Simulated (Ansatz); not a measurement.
**Rhodium, fcc under r²SCAN: testing the Methfessel-Paxton smearing**

A convergence test of the Methfessel-Paxton smearing width. The geometry was relaxed under r²SCAN beforehand and stays fixed; 7 values are run, from 0.01 to 1.0 eV. Wanted are the values from which on the energy stays within 10 and 1 meV/atom, and the pressure within 0.5 GPa, of the narrowest run. Within the series other settings stay, but some runs also write fields, which adds to their time. Spin polarisation is left out.

Program: Ansatz 0.2.0. Level of theory: DFT r²SCAN, plane waves with PAW, scalar-relativistic. These are calculated values, not measurements.

### Step 1. The starting structure

Symmetry: Fm-3m, No. 225, cubic system. The conventional cell has a = 3.802 Å, b = 3.802 Å, c = 3.802 Å, α = 90.00°, β = 90.00°, γ = 90.00°. Rh (site symmetry m-3m) is surrounded by 12 Rh at 2.69 Å.

Structure file:

```xyz
1
Lattice="0.0000 1.9008 1.9008 1.9008 0.0000 1.9008 1.9008 1.9008 0.0000" Properties=species:S:1:pos:R:3 pbc="T T T"
Rh    0.0000    0.0000    0.0000
```

### Step 2. Width 0.01 eV

The run at 0.01 eV.

input.yaml

```yaml
crystal:
  lattice:
    - [0.0, 1.9008071574, 1.9008071574]
    - [1.9008071574, 0.0, 1.9008071574]
    - [1.9008071574, 1.9008071574, 0.0]
  atoms:
    - { symbol: Rh, position: [0.0, 0.0, 0.0] }
hamiltonian:
  xc: r2scan
  pseudopotentials:
    kind: paw
    azcp:
      Rh: "pseudopotentials/Rh.paw.azcp"
basis:
  ecutwfc: 500
  fft_grid_basis: typed
kpoints:
  mp_grid: { grid: [14, 14, 14], shift: [0, 0, 0] }
magnetization:
  spin_polarized: false
scf:
  occupations: { method: methfessel_paxton, width: 0.01 }
  lower_state_search: "off"
output:
  stress: true
```

Command:

```bash
$ ansatz run input.yaml --threads 2 --pin off --max-ram 5120MiB --backend cpu --events-out ev --progress --plain --runs-dir out
```

The program printed, cut to the lines that bear on the results:

```text
Warning: RAYON_NUM_THREADS=2 ignored (pool sized by the plan → 2); use --threads N
[...]
Pseudopotentials: kind: paw
Pseudopotential: Rh, paw, valence charge 17, recommended cutoff 500 eV (meta_gga), <dir>
Functional definition: r2SCAN
[...]
Crystal: 1 atoms, lattice volume = 13.735 Å³
Basis set: ecut = 500 eV, 339 PW (Γ), exchange–correlation on 80×80×80 points (64 copies of the dense FFT grid, shifted against one another)
Bands: 13, of which v1, the nominal top of the filled ones, is band 9 counted from 1 (8 counted from 0)
Symmetry: 48 space group operations
Space group: Fm-3m (ITA 225), of the structure as read, at distance tolerance 2.4e-5 Å
k-points: 104 of 2744
[...]
SCF iter   1: F=—  HF=-6415.262118 eV  |F-HF|=—  |Δ(HF+E_count)|=         —  Δρ=1.02e-2  dr2=4.84e-3  dr2_τ=9.47e-3  ethr=1.77e-3  ⟨swp⟩=5.6  Hψ=7919  notcnv=0
[...]
SCF iter   6: F=-6415.273804 eV  HF=-6415.273804 eV  |F-HF|=3.51e-9  |Δ(HF+E_count)|=   6.12e-7  S|Δr|=    0.00e0  Δρ=7.36e-6  dr2=6.14e-9  dr2_τ=7.24e-10  ethr=5.88e-10  ⟨swp⟩=4.4  Hψ=4486  notcnv=0
[...]
SCF converged after 6 iterations
Stability not checked: this state was not tested for a lower state beside it, because cold or Methfessel-Paxton smearing, or corrected tetrahedra, fill the levels in a way that the test cannot read (fill_not_monotonic; see scf.lower_state_search)
Free energy (F): -6415.273804 eV
[...]
E sigma→0 (E₀):  -6415.273805 eV
Entropy (-TS):   0.000002 eV (0.002 meV/atom)
Fermi energy:    22.206557 eV
Step filling:    the computed levels leave a gap of 0.0473 eV = 4.7 smearing widths at the electron count; against every level under it full and every level over it empty, smearing changes F+E_penalty+E_count by +1.32e-4 meV and its σ→0 estimate by -2.67e-4 meV
[...]
--- Stress (GPa, compression-positive) ---
       -0.386141      -0.000000       0.000000
        0.000000      -0.386141       0.000000
       -0.000000       0.000000      -0.386141
  P = ⅓ Tr σ = -0.3861 GPa (-3.861 kbar)
```

Run time: 1.5 s. Hardware: 2 threads of Arm Neoverse V1, shared host; peak memory 0.3 GiB.

### Step 3. Width 0.03 eV

The run at 0.03 eV.

input.yaml: that of step 2 with these lines changed.

```diff
@@ -21,3 +21,3 @@
 scf:
-  occupations: { method: methfessel_paxton, width: 0.01 }
+  occupations: { method: methfessel_paxton, width: 0.03 }
   lower_state_search: "off"
@@ -25 +25,5 @@
   stress: true
+  write_density: true
+  write_potential: true
+  elf: true
+  volumetric_format: npy
```

Command:

```bash
$ ansatz run input.yaml --threads 2 --pin off --max-ram 5120MiB --backend cpu --events-out ev --progress --plain --runs-dir out
```

The program printed, cut to the lines that bear on the results:

```text
Warning: RAYON_NUM_THREADS=2 ignored (pool sized by the plan → 2); use --threads N
[...]
[... 3 set-up lines as earlier in the session ...]
[...]
Crystal: 1 atoms, lattice volume = 13.735 Å³
Basis set: ecut = 500 eV, 339 PW (Γ), exchange–correlation on 80×80×80 points (64 copies of the dense FFT grid, shifted against one another)
Bands: 13, of which v1, the nominal top of the filled ones, is band 9 counted from 1 (8 counted from 0)
[... 2 set-up lines as earlier in the session ...]
k-points: 104 of 2744
[...]
SCF iter   1: F=—  HF=-6415.262047 eV  |F-HF|=—  |Δ(HF+E_count)|=         —  Δρ=1.02e-2  dr2=4.84e-3  dr2_τ=9.45e-3  ethr=1.77e-3  ⟨swp⟩=5.7  Hψ=7794  notcnv=0
[...]
Stability not checked: this state was not tested for a lower state beside it, because cold or Methfessel-Paxton smearing, or corrected tetrahedra, fill the levels in a way that the test cannot read (fill_not_monotonic; see scf.lower_state_search)
Free energy (F): -6415.273670 eV
[...]
E sigma→0 (E₀):  -6415.273756 eV
Entropy (-TS):   0.000344 eV (0.344 meV/atom)
Fermi energy:    22.201630 eV
Step filling:    the computed levels leave a gap of 0.0472 eV = 1.6 smearing widths at the electron count; against every level under it full and every level over it empty, smearing changes F+E_penalty+E_count by +0.134 meV and its σ→0 estimate by +0.048 meV
[...]
--- Stress (GPa, compression-positive) ---
       -0.392077       0.000000       0.000000
        0.000000      -0.392077       0.000000
        0.000000      -0.000000      -0.392077
  P = ⅓ Tr σ = -0.3921 GPa (-3.921 kbar)
--- Band table (eV; the first three rows and the last of 104) ---
  k-point 0: bands = ["-58.8902", "-25.5282", "-25.5282", "-25.5282", "14.0834", "19.0719", "19.0719", "19.0719", "21.1717", "21.1717", "38.7154", "44.3513", "44.3513"]
[...]
```

It took 2 s on 2 threads of Arm Neoverse V1, shared host; peak memory 0.31 GiB.

### Step 4. Width 0.1 eV

The run at 0.1 eV.

input.yaml: that of step 3 with these lines changed.

```diff
@@ -21,3 +21,3 @@
 scf:
-  occupations: { method: methfessel_paxton, width: 0.03 }
+  occupations: { method: methfessel_paxton, width: 0.1 }
   lower_state_search: "off"
```

Command:

```bash
$ ansatz run input.yaml --threads 2 --pin off --max-ram 5120MiB --backend cpu --events-out ev --progress --plain --runs-dir out
```

The program printed, cut to the lines that bear on the results:

```text
Warning: RAYON_NUM_THREADS=2 ignored (pool sized by the plan → 2); use --threads N
[...]
[... 3 set-up lines as earlier in the session ...]
[...]
Crystal: 1 atoms, lattice volume = 13.735 Å³
Basis set: ecut = 500 eV, 339 PW (Γ), exchange–correlation on 80×80×80 points (64 copies of the dense FFT grid, shifted against one another)
Bands: 13, of which v1, the nominal top of the filled ones, is band 9 counted from 1 (8 counted from 0)
[... 2 set-up lines as earlier in the session ...]
k-points: 104 of 2744
[...]
SCF iter   1: F=—  HF=-6415.262193 eV  |F-HF|=—  |Δ(HF+E_count)|=         —  Δρ=1.03e-2  dr2=4.81e-3  dr2_τ=9.61e-3  ethr=1.77e-3  ⟨swp⟩=5.2  Hψ=7675  notcnv=0
[...]
Stability not checked: this state was not tested for a lower state beside it, because cold or Methfessel-Paxton smearing, or corrected tetrahedra, fill the levels in a way that the test cannot read (fill_not_monotonic; see scf.lower_state_search)
Free energy (F): -6415.273828 eV
[...]
E sigma→0 (E₀):  -6415.273524 eV
Entropy (-TS):   -0.001216 eV (-1.216 meV/atom)
Fermi energy:    22.210188 eV
Step filling:    the computed levels leave a gap of 0.0477 eV = 0.5 smearing widths at the electron count; against every level under it full and every level over it empty, smearing changes F+E_penalty+E_count by -0.027 meV and its σ→0 estimate by +0.277 meV
[...]
--- Stress (GPa, compression-positive) ---
       -0.355643       0.000000      -0.000000
       -0.000000      -0.355643       0.000000
        0.000000       0.000000      -0.355643
  P = ⅓ Tr σ = -0.3556 GPa (-3.556 kbar)
--- Band table (eV; the first three rows and the last of 104) ---
  k-point 0: bands = ["-58.8914", "-25.5293", "-25.5293", "-25.5293", "14.0833", "19.0716", "19.0716", "19.0716", "21.1702", "21.1702", "38.7135", "44.3516", "44.3516"]
[...]
```

It took 2 s on 2 threads of Arm Neoverse V1, shared host; peak memory 0.31 GiB.

### Step 5. Width 0.2 eV

The run at 0.2 eV.

input.yaml: that of step 4 with these lines changed.

```diff
@@ -21,3 +21,3 @@
 scf:
-  occupations: { method: methfessel_paxton, width: 0.1 }
+  occupations: { method: methfessel_paxton, width: 0.2 }
   lower_state_search: "off"
@@ -25,5 +25 @@
   stress: true
-  write_density: true
-  write_potential: true
-  elf: true
-  volumetric_format: npy
```

Command:

```bash
$ ansatz run input.yaml --threads 2 --pin off --max-ram 5120MiB --backend cpu --events-out ev --progress --plain --runs-dir out
```

The program printed, cut to the lines that bear on the results:

```text
Warning: RAYON_NUM_THREADS=2 ignored (pool sized by the plan → 2); use --threads N
[...]
[... 3 set-up lines as earlier in the session ...]
[...]
Crystal: 1 atoms, lattice volume = 13.735 Å³
Basis set: ecut = 500 eV, 339 PW (Γ), exchange–correlation on 80×80×80 points (64 copies of the dense FFT grid, shifted against one another)
Bands: 13, of which v1, the nominal top of the filled ones, is band 9 counted from 1 (8 counted from 0)
[... 2 set-up lines as earlier in the session ...]
k-points: 104 of 2744
[...]
SCF iter   1: F=—  HF=-6415.262668 eV  |F-HF|=—  |Δ(HF+E_count)|=         —  Δρ=1.04e-2  dr2=4.64e-3  dr2_τ=9.74e-3  ethr=1.77e-3  ⟨swp⟩=4.7  Hψ=7422  notcnv=0
[...]
SCF iter   6: F=-6415.274376 eV  HF=-6415.274376 eV  |F-HF|=9.30e-9  |Δ(HF+E_count)|=   8.44e-7  S|Δr|=    0.00e0  Δρ=1.13e-5  dr2=1.31e-8  dr2_τ=1.01e-9  ethr=5.88e-10  ⟨swp⟩=4.6  Hψ=4595  notcnv=0
[...]
SCF converged after 6 iterations
Stability not checked: this state was not tested for a lower state beside it, because cold or Methfessel-Paxton smearing, or corrected tetrahedra, fill the levels in a way that the test cannot read (fill_not_monotonic; see scf.lower_state_search)
Free energy (F): -6415.274376 eV
[...]
E sigma→0 (E₀):  -6415.274687 eV
Entropy (-TS):   0.001246 eV (1.246 meV/atom)
Fermi energy:    22.224902 eV
Step filling:    the computed levels leave a gap of 0.0479 eV = 0.2 smearing widths at the electron count; against every level under it full and every level over it empty, smearing changes F+E_penalty+E_count by -0.578 meV and its σ→0 estimate by -0.889 meV
[...]
--- Stress (GPa, compression-positive) ---
       -0.416075       0.000000      -0.000000
       -0.000000      -0.416075      -0.000000
        0.000000       0.000000      -0.416075
  P = ⅓ Tr σ = -0.4161 GPa (-4.161 kbar)
```

Run time: 1.5 s. Hardware: 2 threads of Arm Neoverse V1, shared host; peak memory 0.3 GiB.

### Step 6. Width 0.3 eV

The run at 0.3 eV.

input.yaml: that of step 5 with these lines changed.

```diff
@@ -21,3 +21,3 @@
 scf:
-  occupations: { method: methfessel_paxton, width: 0.2 }
+  occupations: { method: methfessel_paxton, width: 0.3 }
   lower_state_search: "off"
```

Command:

```bash
$ ansatz run input.yaml --threads 2 --pin off --max-ram 5120MiB --backend cpu --events-out ev --progress --plain --runs-dir out
```

The program printed, cut to the lines that bear on the results:

```text
Warning: RAYON_NUM_THREADS=2 ignored (pool sized by the plan → 2); use --threads N
[...]
[... 3 set-up lines as earlier in the session ...]
[...]
Crystal: 1 atoms, lattice volume = 13.735 Å³
Basis set: ecut = 500 eV, 339 PW (Γ), exchange–correlation on 80×80×80 points (64 copies of the dense FFT grid, shifted against one another)
Bands: 13, of which v1, the nominal top of the filled ones, is band 9 counted from 1 (8 counted from 0)
[... 2 set-up lines as earlier in the session ...]
k-points: 104 of 2744
[...]
SCF iter   1: F=—  HF=-6415.261028 eV  |F-HF|=—  |Δ(HF+E_count)|=         —  Δρ=1.06e-2  dr2=4.59e-3  dr2_τ=9.82e-3  ethr=1.77e-3  ⟨swp⟩=4.7  Hψ=7346  notcnv=0
[...]
SCF iter   6: F=-6415.272744 eV  HF=-6415.272744 eV  |F-HF|=5.03e-9  |Δ(HF+E_count)|=   9.65e-7  S|Δr|=    0.00e0  Δρ=7.47e-6  dr2=4.62e-9  dr2_τ=5.26e-10  ethr=5.88e-10  ⟨swp⟩=4.7  Hψ=4660  notcnv=0
[...]
SCF converged after 6 iterations
Stability not checked: this state was not tested for a lower state beside it, because cold or Methfessel-Paxton smearing, or corrected tetrahedra, fill the levels in a way that the test cannot read (fill_not_monotonic; see scf.lower_state_search)
Free energy (F): -6415.272744 eV
[...]
E sigma→0 (E₀):  -6415.274475 eV
Entropy (-TS):   0.006924 eV (6.924 meV/atom)
Fermi energy:    22.242872 eV
Step filling:    the computed levels leave a gap of 0.0481 eV = 0.2 smearing widths at the electron count; against every level under it full and every level over it empty, smearing changes F+E_penalty+E_count by +1.052 meV and its σ→0 estimate by -0.679 meV
[...]
--- Stress (GPa, compression-positive) ---
       -0.501530      -0.000000      -0.000000
        0.000000      -0.501530       0.000000
       -0.000000       0.000000      -0.501530
  P = ⅓ Tr σ = -0.5015 GPa (-5.015 kbar)
```

Run time: 1.5 s. Hardware: 2 threads of Arm Neoverse V1, shared host; peak memory 0.3 GiB.

### Step 7. Width 0.6 eV

The run at 0.6 eV.

input.yaml: that of step 6 with these lines changed.

```diff
@@ -21,3 +21,3 @@
 scf:
-  occupations: { method: methfessel_paxton, width: 0.3 }
+  occupations: { method: methfessel_paxton, width: 0.6 }
   lower_state_search: "off"
```

Command:

```bash
$ ansatz run input.yaml --threads 2 --pin off --max-ram 5120MiB --backend cpu --events-out ev --progress --plain --runs-dir out
```

The program printed, cut to the lines that bear on the results:

```text
Warning: RAYON_NUM_THREADS=2 ignored (pool sized by the plan → 2); use --threads N
[...]
[... 3 set-up lines as earlier in the session ...]
[...]
Crystal: 1 atoms, lattice volume = 13.735 Å³
Basis set: ecut = 500 eV, 339 PW (Γ), exchange–correlation on 80×80×80 points (64 copies of the dense FFT grid, shifted against one another)
Bands: 13, of which v1, the nominal top of the filled ones, is band 9 counted from 1 (8 counted from 0)
[... 2 set-up lines as earlier in the session ...]
k-points: 104 of 2744
[...]
SCF iter   1: F=—  HF=-6415.257465 eV  |F-HF|=—  |Δ(HF+E_count)|=         —  Δρ=1.04e-2  dr2=4.37e-3  dr2_τ=9.81e-3  ethr=1.77e-3  ⟨swp⟩=4.4  Hψ=6904  notcnv=0
[...]
SCF iter   6: F=-6415.269052 eV  HF=-6415.269052 eV  |F-HF|=5.05e-9  |Δ(HF+E_count)|=   9.73e-7  S|Δr|=    0.00e0  Δρ=6.68e-6  dr2=4.34e-9  dr2_τ=4.29e-10  ethr=5.88e-10  ⟨swp⟩=4.6  Hψ=4667  notcnv=0
[...]
SCF converged after 6 iterations
Stability not checked: this state was not tested for a lower state beside it, because cold or Methfessel-Paxton smearing, or corrected tetrahedra, fill the levels in a way that the test cannot read (fill_not_monotonic; see scf.lower_state_search)
Free energy (F): -6415.269052 eV
[...]
E sigma→0 (E₀):  -6415.268282 eV
Entropy (-TS):   -0.003079 eV (-3.079 meV/atom)
Fermi energy:    22.229931 eV
Step filling:    the computed levels leave a gap of 0.0481 eV = 0.1 smearing widths at the electron count; against every level under it full and every level over it empty, smearing changes F+E_penalty+E_count by +4.751 meV and its σ→0 estimate by +5.521 meV
[...]
--- Stress (GPa, compression-positive) ---
       -0.259453       0.000000       0.000000
        0.000000      -0.259453       0.000000
       -0.000000       0.000000      -0.259453
  P = ⅓ Tr σ = -0.2595 GPa (-2.595 kbar)
```

It took 1.5 s on 2 threads of Arm Neoverse V1, shared host; peak memory 0.3 GiB.

### Step 8. Width 1.0 eV

The run at 1.0 eV.

input.yaml: that of step 7 with these lines changed.

```diff
@@ -21,3 +21,3 @@
 scf:
-  occupations: { method: methfessel_paxton, width: 0.6 }
+  occupations: { method: methfessel_paxton, width: 1.0 }
   lower_state_search: "off"
```

Command:

```bash
$ ansatz run input.yaml --threads 2 --pin off --max-ram 5120MiB --backend cpu --events-out ev --progress --plain --runs-dir out
```

The program printed, cut to the lines that bear on the results:

```text
Warning: RAYON_NUM_THREADS=2 ignored (pool sized by the plan → 2); use --threads N
band count auto-derived: 14 (N_el = 17.0; filled up to band 9; 13 by the electrons, moments and atoms)
[...]
[... 3 set-up lines as earlier in the session ...]
[...]
Crystal: 1 atoms, lattice volume = 13.735 Å³
Basis set: ecut = 500 eV, 339 PW (Γ), exchange–correlation on 80×80×80 points (64 copies of the dense FFT grid, shifted against one another)
Bands: 14, of which v1, the nominal top of the filled ones, is band 9 counted from 1 (8 counted from 0)
[... 2 set-up lines as earlier in the session ...]
k-points: 104 of 2744
[...]
SCF iter   1: F=—  HF=-6415.269661 eV  |F-HF|=—  |Δ(HF+E_count)|=         —  Δρ=9.92e-3  dr2=4.51e-3  dr2_τ=9.29e-3  ethr=1.77e-3  ⟨swp⟩=4.6  Hψ=7363  notcnv=0
[...]
SCF iter   6: F=-6415.280639 eV  HF=-6415.280639 eV  |F-HF|=9.26e-9  |Δ(HF+E_count)|=   6.53e-7  S|Δr|=    0.00e0  Δρ=9.99e-6  dr2=1.08e-8  dr2_τ=8.85e-10  ethr=5.88e-10  ⟨swp⟩=4.2  Hψ=4747  notcnv=0
[...]
SCF converged after 6 iterations
Stability not checked: this state was not tested for a lower state beside it, because cold or Methfessel-Paxton smearing, or corrected tetrahedra, fill the levels in a way that the test cannot read (fill_not_monotonic; see scf.lower_state_search)
Free energy (F): -6415.280639 eV
[...]
E sigma→0 (E₀):  -6415.267548 eV
Entropy (-TS):   -0.052368 eV (-52.368 meV/atom)
Fermi energy:    22.175109 eV
Step filling:    the computed levels leave a gap of 0.0468 eV = 0.0 smearing widths at the electron count; against every level under it full and every level over it empty, smearing changes F+E_penalty+E_count by -6.848 meV and its σ→0 estimate by +6.244 meV
[...]
--- Stress (GPa, compression-positive) ---
        0.533654      -0.000000      -0.000000
       -0.000000       0.533654       0.000000
        0.000000      -0.000000       0.533654
  P = ⅓ Tr σ = 0.5337 GPa (5.337 kbar)
```

Run time: 1.5 s. Hardware: 2 threads of Arm Neoverse V1, shared host; peak memory 0.3 GiB.

### Step 9. The series

Differences are taken from the run at 0.01 eV.

| smearing (eV) | F (meV/atom) | E(σ → 0) (meV/atom) | P (GPa) | SCF cycles | CPU time |
| --- | --- | --- | --- | --- | --- |
| 0.01 | 0.00 | 0.00 | -0.39 | 6 | 2.8 s |
| 0.03 | 0.13 | 0.05 | -0.39 | 6 | 3.8 s |
| 0.1 | -0.02 | 0.28 | -0.36 | 6 | 3.8 s |
| 0.2 | -0.57 | -0.88 | -0.42 | 6 | 2.8 s |
| 0.3 | 1.06 | -0.67 | -0.50 | 6 | 2.8 s |
| 0.6 | 4.75 | 5.52 | -0.26 | 6 | 2.8 s |
| 1.0 | -6.84 | 6.26 | 0.53 | 6 | 2.8 s |

### Step 10. Summary of results

| quantity | value |
| --- | --- |
| E(σ → 0) stays within 10 meV/atom of 0.01 eV | up to 1.0 eV |
| E(σ → 0) stays within 1 meV/atom | up to 0.3 eV |
| pressure stays within 0.5 GPa | up to 0.6 eV |
| pressure at 0.01 eV | -0.39 GPa |
| energy of a separate run on a finer mesh (23×23×23) | +0.9 meV/atom from 0.01 eV |

In words: At 1.0 eV the energy differs by +6.3 meV/atom and the pressure by +0.9 GPa. Over the range F shifts by -6.8 meV/atom, while E(σ → 0) shifts by +6.3. This scheme cancels the term in the square of the width, so F moves little up to 0.2 eV. The mesh (14×14×14) is fixed, so the narrowest widths carry a k-point error of their own. The yardstick itself is unsettled by 0.9 meV/atom against the finer mesh, so the thresholds above hold only within this series, and wider smearing, which averages over more states, can land nearer the fine-mesh value than the narrowest does.
